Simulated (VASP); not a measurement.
# A vacancy on the Co site in a supercell of CoSn, part 3 of 5

How easily does a vacancy on the Co site form in CoSn? The host is relaxed first, then a supercell is run with and without the defect. The start is a computed cell from the Materials Project.

VASP 6.6.1, plane waves and PAW; the level of theory is named at each step.

So far. Step 2 (Relaxing the host crystal): The run ended after 3 ionic steps, 0.027 eV below its first step, once forces and stress met EDIFFG = -0.02. Step 3 (The perfect supercell): The host is treated as a metal, as its relaxation found a gap under 0.3 eV or none, and only the neutral defect is run.

## (4) Reference Co

This step: PBE, spin-polarised from a ferromagnetic start; plane waves and PAW (Co) (VASP 6.6.1).

System of this step: Co. The structure is hexagonal, space group P6_3/mmc (No. 194). The conventional cell has a = 2.510 Å, b = 2.510 Å, c = 4.071 Å, α = 90.00°, β = 90.00°, γ = 120.00°. Nearest to Co lie 12 Co at 2.50 to 2.51 Å.

The reference for Co is its crystal, relaxed at the cutoff of the large cell.

The input, INCAR:

```
SYSTEM = Co
PREC = Normal
ENCUT = 300
EDIFF = 1E-05
NELM = 120
ISMEAR = 1
SIGMA = 0.1
LREAL = Auto
ALGO = Fast
GGA = PE
NBANDS = 18
ISPIN = 2
MAGMOM = 1.7 1.7
LASPH = .TRUE.
LMAXMIX = 4
LORBIT = 11
LWAVE = .FALSE.
LCHARG = .FALSE.
KPAR = 4
IBRION = 2
NSW = 25
ISIF = 3
EDIFFG = -0.02
POTIM = 0.4
```

The input, POSCAR:

```
Co
1.0
    2.5100000000      0.0000000000      0.0000000000
   -1.2550000000      2.1737237635      0.0000000000
    0.0000000000      0.0000000000      4.0712200000
Co
2
Direct
    0.0000000000      0.0000000000      0.0000000000
    0.3333333333      0.6666666667      0.5000000000
```

The input, KPOINTS:

```
Automatic mesh
0
Gamma
12 12 7
0 0 0
```

PAW data sets: Co (PBE family, release 64).

Command:

```
$ mpirun -np 4 vasp_std
```

What it wrote:

```text
[banner, memory and clock lines left out]
running    4 mpi-ranks, on    1 nodes
 distrk:  each k-point on    1 cores,    4 groups
 distr:  one band on    1 cores,    1 groups

 POSCAR found type information on POSCAR Co
 POSCAR found :  1 types and       2 ions
|                                                                             |
|               ----> ADVICE to this user running VASP <----                  |
|                                                                             |
|     You have a (more or less) 'small supercell' and for smaller cells       |
|     it is recommended to use the reciprocal-space projection scheme!        |
|     The real-space optimization is not efficient for small cells and it     |
|     is also less accurate ...                                               |
|     Therefore, set LREAL=.FALSE. in the INCAR file.                         |
|                                                                             |

 LDA part: xc-table for (Slater+PW92), standard interpolation
 POSCAR, INCAR and KPOINTS ok, starting setup
 FFT: planning ... GRIDC
 FFT: planning ... GRID_SOFT
 FFT: planning ... GRID
 WAVECAR not read
 entering main loop
       N       E                     dE             d eps       ncg     rms          rms(c)
DAV:   1     0.583815289047E+02    0.58382E+02   -0.53465E+03  5920   0.823E+02
DAV:   2    -0.140256523883E+02   -0.72407E+02   -0.65603E+02  5508   0.182E+02
DAV:   3    -0.161470608490E+02   -0.21214E+01   -0.20715E+01  6196   0.394E+01
DAV:   4    -0.161801696146E+02   -0.33109E-01   -0.33093E-01  6974   0.416E+00
DAV:   5    -0.161808771248E+02   -0.70751E-03   -0.70748E-03  6188   0.535E-01    0.143E+01
RMM:   6    -0.145278248787E+02    0.16531E+01   -0.90996E+00  5472   0.338E+01    0.768E+00
RMM:   7    -0.141131802534E+02    0.41464E+00   -0.11581E+00  5472   0.130E+01    0.402E+00
RMM:   8    -0.140885283162E+02    0.24652E-01   -0.30408E-02  5489   0.121E+00    0.183E+00
RMM:   9    -0.140753851911E+02    0.13143E-01   -0.80839E-03  5699   0.548E-01    0.554E-01
RMM:  10    -0.140757544994E+02   -0.36931E-03   -0.14389E-03  5625   0.326E-01    0.263E-01
RMM:  11    -0.140758317092E+02   -0.77210E-04   -0.48306E-04  5646   0.172E-01    0.378E-02
RMM:  12    -0.140758386319E+02   -0.69227E-05   -0.17599E-04  5799   0.817E-02    0.308E-02
RMM:  13    -0.140758416244E+02   -0.29925E-05   -0.22852E-05  4125   0.398E-02
   1 F= -.14075842E+02 E0= -.14075639E+02  d E =-.140758E+02  mag=     3.2877
 curvature:   0.00 expect dE= 0.000E+00 dE for cont linesearch  0.000E+00
 trial: gam= 0.00000 g(F)=  0.357E-46 g(S)=  0.458E-01 ort = 0.000E+00 (trialstep = 0.100E+01)
 search vector abs. value=  0.458E-01
 bond charge predicted
       N       E                     dE             d eps       ncg     rms          rms(c)
DAV:   1    -0.146609225546E+02   -0.58508E+00   -0.49822E+00  5788   0.373E+01    0.621E+00
RMM:   2    -0.141841427874E+02    0.47678E+00   -0.15192E+00  5472   0.143E+01    0.402E+00
RMM:   3    -0.140932225859E+02    0.90920E-01   -0.18765E-01  5473   0.514E+00    0.175E+00
RMM:   4    -0.140838778329E+02    0.93448E-02   -0.58189E-03  5577   0.655E-01    0.572E-01
RMM:   5    -0.140774020415E+02    0.64758E-02   -0.21089E-03  5719   0.336E-01    0.129E-01
RMM:   6    -0.140773213402E+02    0.80701E-04   -0.48712E-04  5672   0.231E-01    0.555E-02
RMM:   7    -0.140773425949E+02   -0.21255E-04   -0.19952E-04  5880   0.736E-02    0.261E-02
RMM:   8    -0.140773425537E+02    0.41219E-07   -0.11859E-05  3929   0.248E-02
   2 F= -.14077343E+02 E0= -.14077414E+02  d E =-.150093E-02  mag=     3.1960
[... from here on, the cycles between the ionic steps are left out ...]
   3 F= -.14086400E+02 E0= -.14086419E+02  d E =-.105579E-01  mag=     3.2374
   4 F= -.14086374E+02 E0= -.14086386E+02  d E =-.105325E-01  mag=     3.2386
   5 F= -.14086642E+02 E0= -.14086656E+02  d E =-.268162E-03  mag=     3.2377
   6 F= -.14086649E+02 E0= -.14086669E+02  d E =-.274624E-03  mag=     3.2370
   7 F= -.14086662E+02 E0= -.14086686E+02  d E =-.288060E-03  mag=     3.2372
   8 F= -.14086666E+02 E0= -.14086688E+02  d E =-.292199E-03  mag=     3.2375
   9 F= -.14086669E+02 E0= -.14086691E+02  d E =-.295179E-03  mag=     3.2374
 curvature:  -0.63 expect dE=-0.824E-04 dE for cont linesearch -0.667E-05
 ZBRENT: bisectioning
 opt :   1.4004  next Energy=   -14.086685 (dE=-0.311E-03)
 bond charge predicted
       N       E                     dE             d eps       ncg     rms          rms(c)
DAV:   1    -0.140866839383E+02   -0.13066E-04   -0.47539E-04  5930   0.160E-01    0.251E-02
RMM:   2    -0.140866729594E+02    0.10979E-04   -0.49282E-06  2981   0.207E-02    0.130E-02
RMM:   3    -0.140866703066E+02    0.26528E-05   -0.34127E-06  2949   0.165E-02
  10 F= -.14086670E+02 E0= -.14086691E+02  d E =-.296219E-03  mag=     3.2373
 curvature:  -1.53 expect dE=-0.263E-06 dE for cont linesearch -0.753E-07
 trial: gam=-0.01427 g(F)=  0.414E-46 g(S)=  0.171E-06 ort = 0.452E-05 (trialstep = 0.999E+00)
 search vector abs. value=  0.127E-06
 reached required accuracy - stopping structural energy minimisation
```

The job ended after 19 s (4 MPI ranks of AMD EPYC 9R45, shared host; peak memory 0.43 GiB).

From OUTCAR (step 4):

```text
  LATTYP: Found a hexagonal cell.
 ALAT       =     2.5100000000
 C/A-ratio  =     1.6220000000

 Subroutine GETGRP returns: Found 24 space group operations
 (whereof 12 operations were pure point group operations)

The static configuration has the point symmetry D_3h.
 The point group associated with its full space group is D_6h.

 Found     76 irreducible k-points:

   k-points           NKPTS =     76   k-points in BZ     NKDIM =     76   number of bands    NBANDS=     18

   dimension x,y,z NGX =    12 NGY =   12 NGZ =   18
   dimension x,y,z NGXF=    24 NGYF=   24 NGZF=   36

   ENCUT  =  300.0 eV  22.05 Ry    4.70 a.u.   3.54  3.54  5.75*2*pi/ulx,y,z

   NELECT =      18.0000    total number of electrons

 E-fermi :  10.2748

 spin component 1
 k-point     1 :       0.0000    0.0000    0.0000
  band No.  band energies     occupation
    ...
      8       8.3380      1.00000
      9       8.3380      1.00000
     10       9.4577      1.00000
     11       9.4577      1.00000
     12      10.2584      0.63693
     13      16.7151      0.00000
     14      32.2193      0.00000
     15      34.7660      0.00000
     16      34.7660      0.00000
     17      35.3689      0.00000
    ...

 k-point     2 :       0.0833   -0.0000    0.0000
  band No.  band energies     occupation
    ...
      7       8.1040      1.00000
      8       8.1915      1.00000
      9       8.2671      1.00000
     10       8.7061      1.00000
     11       9.4882      1.00000
     12      11.3228     -0.00000
     13      16.7587      0.00000
     14      30.3660      0.00000
     15      32.6519      0.00000
     16      32.7088      0.00000
    ...

 k-point     3 :       0.1667   -0.0000    0.0000
  band No.  band energies     occupation
    ...
      7       8.1189      1.00000
      8       8.1859      1.00000
      9       8.3179      1.00000
     10       8.3832      1.00000
     11       9.5535      1.00000
     12      12.9111      0.00000
     13      16.9073      0.00000
     14      26.5423      0.00000
     15      30.2573      0.00000
     16      31.7813      0.00000
    ...

 k-point     4 :       0.2500   -0.0000    0.0000
  band No.  band energies     occupation
    ...
      7       8.1202      1.00000
      8       8.5802      1.00000
      9       8.6110      1.00000
     10       8.7839      1.00000
     11       9.6158      1.00000
     12      14.7085      0.00000
     13      17.1931      0.00000
     14      22.8366      0.00000
     15      28.1801      0.00000
     16      30.3640      0.00000
    ...

  Total       -0.0007669     -0.0007669     -0.0027766      0.0000000      0.0000000      0.0000000
  in kB       -0.0567259     -0.0567259     -0.2053730      0.0000000      0.0000000      0.0000000
  external PRESSURE =      -0.1062749 kB  Pullay stress =       0.0000000 kB

  energy-cutoff  :      300.00
  volume of cell :       21.66
      direct lattice vectors                 reciprocal lattice vectors
     2.495305594 -0.000000000  0.000000000     0.400752518  0.231374574  0.000000000
    -1.247652797  2.160998034  0.000000000     0.000000000  0.462749148  0.000000000
    -0.000000000 -0.000000000  4.017056916    -0.000000000 -0.000000000  0.248938469

 POSITION                                       TOTAL-FORCE (eV/Angst)
 -----------------------------------------------------------------------------------
      0.00000      0.00000      0.00000        -0.000000      0.000000      0.000000
     -0.00000      1.44067      2.00853         0.000000     -0.000000     -0.000000
 -----------------------------------------------------------------------------------
    total drift:                               -0.000000      0.000000     -0.000000

  FREE ENERGIE OF THE ION-ELECTRON SYSTEM (eV)
  ---------------------------------------------------
  free  energy   TOTEN  =       -14.0866703066 eV

  energy  without entropy=      -14.0867335887  energy(sigma->0) =      -14.08669140

 total charge
# of ion       s       p       d       tot
------------------------------------------
    1        0.490   0.523   7.251   8.265
    2        0.490   0.523   7.251   8.265
--------------------------------------------------
tot          0.980   1.047  14.503  16.529

 magnetization (x)
# of ion       s       p       d       tot
------------------------------------------
    1       -0.015  -0.054   1.708   1.639
    2       -0.015  -0.054   1.708   1.639
--------------------------------------------------
tot         -0.029  -0.108   3.415   3.278

[... 1 part as in an earlier step ...]

[... 11 further parts left out ...]
```

CONTCAR:

```
Co
   1.00000000000000
     2.4953055938345643   -0.0000000000000000    0.0000000000000000
    -1.2476527969172821    2.1609980344671880    0.0000000000000000
    -0.0000000000000000   -0.0000000000000000    4.0170569158132583
  Co
     2
Direct
     0.0000000000000000    0.0000000000000000    0.0000000000000000
     0.3333333332999970    0.6666666667000030    0.5000000000000000
```

The magnetic state follows from one typed start and may not be the lowest.

The steps of the relaxation:

```tsv
step	energy less that of the first step (eV)	largest force (eV/Å)	pressure (GPa)	volume (Å³)
1	0.0000	0.0000	-6.35	22.21
2	-0.0015	0.0000	5.80	21.10
3	-0.0106	0.0000	0.27	21.65
4	-0.0105	0.0000	-0.29	21.66
5	-0.0108	0.0000	-0.31	21.66
6	-0.0108	0.0000	-0.29	21.66
7	-0.0108	0.0000	-0.53	21.66
8	-0.0108	0.0000	-0.29	21.66
9	-0.0108	0.0000	-0.34	21.66
10	-0.0108	0.0000	-0.01	21.66
```

```tsv
conventional cell, symmetrised	before	after	change
a (Å)	2.510	2.495	-0.6 %
b (Å)	2.510	2.495	-0.6 %
c (Å)	4.071	4.017	-1.3 %
volume (Å³/atom)	11.11	10.83	-2.5 %
```

Final coordinates:

```cif
data_structure
_symmetry_space_group_name_H-M 'P 1'
_symmetry_Int_Tables_number 1
_cell_length_a 2.4953
_cell_length_b 2.4953
_cell_length_c 4.0171
_cell_angle_alpha 90.000
_cell_angle_beta 90.000
_cell_angle_gamma 120.000
_cell_volume 21.66
loop_
_atom_site_label
_atom_site_type_symbol
_atom_site_fract_x
_atom_site_fract_y
_atom_site_fract_z
_atom_site_occupancy
Co1 Co 0.00000 0.00000 0.00000 1
Co2 Co 0.33333 0.66667 0.50000 1
```

This step gave:

```yaml
electronic_cycles: 52
electrons: 18
free_energy_toten: -14.09 eV
fermi_energy: 10.27 eV
moment_of_the_cell_from_the_last_line_of_the_log: 3.237 μB
```

Spin moment in the PAW sphere by atom:

```tsv
atom	spin moment in the PAW sphere (μB)
Co1	1.64
Co2	1.64
```

The run ended after 10 ionic steps, 0.011 eV below its first step, once forces and stress met EDIFFG = -0.02.

Energy at zero smearing: -14.08669 eV.

## (5) Reference Sn

This step: PBE; plane waves and PAW (Sn) (VASP 6.6.1).

System of this step: Sn. The structure is tetragonal, space group I4_1/amd (No. 141). The conventional cell has a = 5.820 Å, b = 5.820 Å, c = 3.178 Å, α = 90.00°, β = 90.00°, γ = 90.00°. Nearest to Sn lie 6 Sn at 3.02 to 3.18 Å.

Sn is not exchanged here; its energy serves the host's formation enthalpy.

The input, INCAR:

```
SYSTEM = Sn
PREC = Normal
ENCUT = 300
EDIFF = 1E-05
NELM = 120
ISMEAR = 1
SIGMA = 0.1
LREAL = Auto
ALGO = Fast
GGA = PE
NBANDS = 10
LORBIT = 11
LWAVE = .FALSE.
LCHARG = .FALSE.
KPAR = 4
LASPH = .TRUE.
IBRION = 2
NSW = 25
ISIF = 3
EDIFFG = -0.02
POTIM = 0.4
```

The input, POSCAR:

```
Sn
1.0
   -2.9100000000      2.9100000000      1.5888600000
    2.9100000000     -2.9100000000      1.5888600000
    2.9100000000      2.9100000000     -1.5888600000
Sn
2
Direct
    0.0000000000      0.0000000000      0.0000000000
    0.2500000000      0.7500000000      0.5000000000
```

The input, KPOINTS:

```
Automatic mesh
0
Gamma
10 10 10
0 0 0
```

Potentials, in the order of the species: Sn (PBE family, release 64).

Command:

```
$ mpirun -np 4 vasp_std
```

What it wrote:

```text
[banner, memory and clock lines left out]
running    4 mpi-ranks, on    1 nodes
 distrk:  each k-point on    1 cores,    4 groups
 distr:  one band on    1 cores,    1 groups

 POSCAR found type information on POSCAR Sn
 POSCAR found :  1 types and       2 ions
 [... a notice as in an earlier step ...]

 LDA part: xc-table for (Slater+PW92), standard interpolation
 POSCAR, INCAR and KPOINTS ok, starting setup
 FFT: planning ... GRIDC
 FFT: planning ... GRID_SOFT
 FFT: planning ... GRID
 WAVECAR not read
 entering main loop
       N       E                     dE             d eps       ncg     rms          rms(c)
DAV:   1     0.718766887043E+01    0.71877E+01   -0.21058E+03  2040   0.378E+02
DAV:   2    -0.725660895780E+01   -0.14444E+02   -0.13971E+02  2976   0.602E+01
DAV:   3    -0.760685145782E+01   -0.35024E+00   -0.34876E+00  2588   0.952E+00
DAV:   4    -0.760801791031E+01   -0.11665E-02   -0.11663E-02  2500   0.660E-01
DAV:   5    -0.760802173550E+01   -0.38252E-05   -0.38252E-05  2458   0.373E-02    0.258E+00
RMM:   6    -0.758197344846E+01    0.26048E-01   -0.37877E-03  2040   0.459E-01    0.155E+00
RMM:   7    -0.756453847627E+01    0.17435E-01   -0.12701E-02  2040   0.860E-01    0.871E-02
RMM:   8    -0.756485990854E+01   -0.32143E-03   -0.17192E-03  2040   0.325E-01    0.184E-02
RMM:   9    -0.756487327096E+01   -0.13362E-04   -0.86643E-05  2026   0.807E-02    0.758E-03
RMM:  10    -0.756487863987E+01   -0.53689E-05   -0.15368E-05  1599   0.325E-02
   1 F= -.75648786E+01 E0= -.75646954E+01  d E =-.756488E+01
 curvature:   0.00 expect dE= 0.000E+00 dE for cont linesearch  0.000E+00
 trial: gam= 0.00000 g(F)=  0.241E-49 g(S)=  0.569E-01 ort = 0.000E+00 (trialstep = 0.100E+01)
 search vector abs. value=  0.569E-01
 bond charge predicted
       N       E                     dE             d eps       ncg     rms          rms(c)
DAV:   1    -0.761381849906E+01   -0.48945E-01   -0.89963E-01  2244   0.470E+00    0.625E-01
RMM:   2    -0.759886517833E+01    0.14953E-01   -0.75498E-03  2040   0.572E-01    0.360E-01
RMM:   3    -0.759060965885E+01    0.82555E-02   -0.10940E-02  2040   0.603E-01    0.456E-02
RMM:   4    -0.759074458378E+01   -0.13492E-03   -0.58781E-04  2040   0.167E-01    0.338E-02
RMM:   5    -0.759075345496E+01   -0.88712E-05   -0.62892E-05  2033   0.593E-02
   2 F= -.75907535E+01 E0= -.75906850E+01  d E =-.258748E-01
[...]
3 F= -.75908037E+01 E0= -.75907262E+01  d E =-.259251E-01
[...]
4 F= -.75908080E+01 E0= -.75907251E+01  d E =-.259293E-01
[...]
5 F= -.75907230E+01 E0= -.75906277E+01  d E =-.258444E-01
[...]
6 F= -.75907925E+01 E0= -.75907055E+01  d E =-.259139E-01
[...]
7 F= -.75915257E+01 E0= -.75915574E+01  d E =-.733203E-03
[...]
8 F= -.75920050E+01 E0= -.75921352E+01  d E =-.121250E-02
 curvature:  -2.64 expect dE=-0.846E-03 dE for cont linesearch -0.767E-03
 ZBRENT: interpolating
 opt :   2.7310  next Energy=    -7.592292 (dE=-0.150E-02)
 bond charge predicted
       N       E                     dE             d eps       ncg     rms          rms(c)
DAV:   1    -0.759252274116E+01   -0.52319E-03   -0.21097E-02  2276   0.592E-01    0.744E-02
RMM:   2    -0.759236811155E+01    0.15463E-03   -0.39123E-04  2039   0.114E-01    0.417E-02
RMM:   3    -0.759227426977E+01    0.93842E-04   -0.12854E-04  2040   0.578E-02    0.284E-03
RMM:   4    -0.759227519621E+01   -0.92644E-06   -0.76823E-06  1359   0.194E-02
   9 F= -.75922752E+01 E0= -.75924833E+01  d E =-.148270E-02
 curvature:  -0.99 expect dE=-0.234E-04 dE for cont linesearch -0.164E-05
 trial: gam=-0.02800 g(F)=  0.165E-47 g(S)=  0.237E-04 ort = 0.359E-04 (trialstep = 0.133E+01)
 search vector abs. value=  0.223E-04
 reached required accuracy - stopping structural energy minimisation
```

It took 13 s on 4 MPI ranks; peak memory 0.48 GiB.

From OUTCAR (step 5):

```text
   k-points           NKPTS =    102   k-points in BZ     NKDIM =    102   number of bands    NBANDS=     10

   ENCUT  =  300.0 eV  22.05 Ry    4.70 a.u.   6.23  6.23  6.23*2*pi/ulx,y,z

   NELECT =       8.0000    total number of electrons

 E-fermi :   4.8943

 k-point     1 :       0.0000    0.0000    0.0000
  band No.  band energies     occupation
      1      -5.9575      2.00000
      2       0.9510      2.00000
      3       2.9411      2.00000
      4       2.9411      2.00000
      5       7.8406      0.00000
      6      10.7548      0.00000
      7      10.7548      0.00000
      8      11.6733      0.00000
      9      11.7851      0.00000
    ...

  Total        0.0236229      0.0236229      0.0106510      0.0000000      0.0000000      0.0000000
  in kB        0.6680294      0.6680294      0.3011975      0.0000000      0.0000000      0.0000000
  external PRESSURE =       0.5457521 kB  Pullay stress =       0.0000000 kB

 POSITION                                       TOTAL-FORCE (eV/Angst)
 -----------------------------------------------------------------------------------
     -0.00000      0.00000      0.00000        -0.000000      0.000000     -0.000000
      2.97887     -0.00000      0.79810         0.000000     -0.000000      0.000000
 -----------------------------------------------------------------------------------
    total drift:                                0.000000      0.000000     -0.000000

  FREE ENERGIE OF THE ION-ELECTRON SYSTEM (eV)
  ---------------------------------------------------
  free  energy   TOTEN  =        -7.5922751962 eV

  energy  without entropy=       -7.5928995999  energy(sigma->0) =       -7.59248333

[... 1 part as in an earlier step ...]

[... 15 further parts left out ...]
```

CONTCAR:

```
Sn
   1.00000000000000
    -2.9788675806488976    2.9788675806488976    1.5961932457331494
     2.9788675806488976   -2.9788675806488976    1.5961932457331494
     2.9788675806488976    2.9788675806488976   -1.5961932457331494
  Sn
     2
Direct
     0.0000000000000000    0.0000000000000000    0.0000000000000000
     0.2500000000000000    0.7500000000000000    0.5000000000000000
```

The run keeps the 16 symmetry operations of its start, so it cannot find a distortion of lower symmetry.

Step by step:

```tsv
step	energy less that of the first step (eV)	largest force (eV/Å)	pressure (GPa)	volume (Å³)
1	0.0000	0.0000	2.92	53.82
2	-0.0259	0.0000	-0.13	56.93
3	-0.0259	0.0000	-0.08	56.82
4	-0.0259	0.0000	-0.07	56.76
5	-0.0258	0.0000	0.09	56.59
6	-0.0259	0.0000	0.01	56.70
7	-0.0266	0.0000	0.02	56.68
8	-0.0271	0.0000	0.07	56.64
9	-0.0274	0.0000	0.05	56.66
```

```tsv
conventional cell, symmetrised	before	after	change
a (Å)	5.820	5.958	+2.4 %
b (Å)	5.820	5.958	+2.4 %
c (Å)	3.178	3.192	+0.5 %
volume (Å³/atom)	26.91	28.33	+5.3 %
```

The relaxed structure:

```xyz
2
Lattice="-2.9789 2.9789 1.5962 2.9789 -2.9789 1.5962 2.9789 2.9789 -1.5962" Properties=species:S:1:pos:R:3 pbc="T T T"
Sn    0.0000    0.0000    0.0000
Sn    2.9789    0.0000    0.7981
```

Numbers from this step:

```yaml
electronic_cycles: 40
electrons: 8
free_energy_toten: -7.592 eV
energy_at_zero_smearing: -7.592 eV
fermi_energy: 4.894 eV
```

The run ended after 9 ionic steps, 0.027 eV below its first step, once forces and stress met EDIFFG = -0.02.

Energy at zero smearing: -7.59248 eV.

(Part 3 of 5 ends here.)

[Lines on the potential files, build, host, timing and source positions are cut from VASP's logs without a mark.]

[Logs are printed without paths, hosts, clocks, repeated set-up lines and the standing remarks that a program may print on its own settings, such as how far it seeks lower states.]

[Hosts, paths, dates, database ids (printed as entryN), source tags and the programs' standing remarks are cut or masked in the printed files.]

[In band tables of VASP the shares of atoms and orbitals are scaled to a sum of 1 inside the atoms' spheres.]

[Runs that stopped without an error message from VASP are left out.]
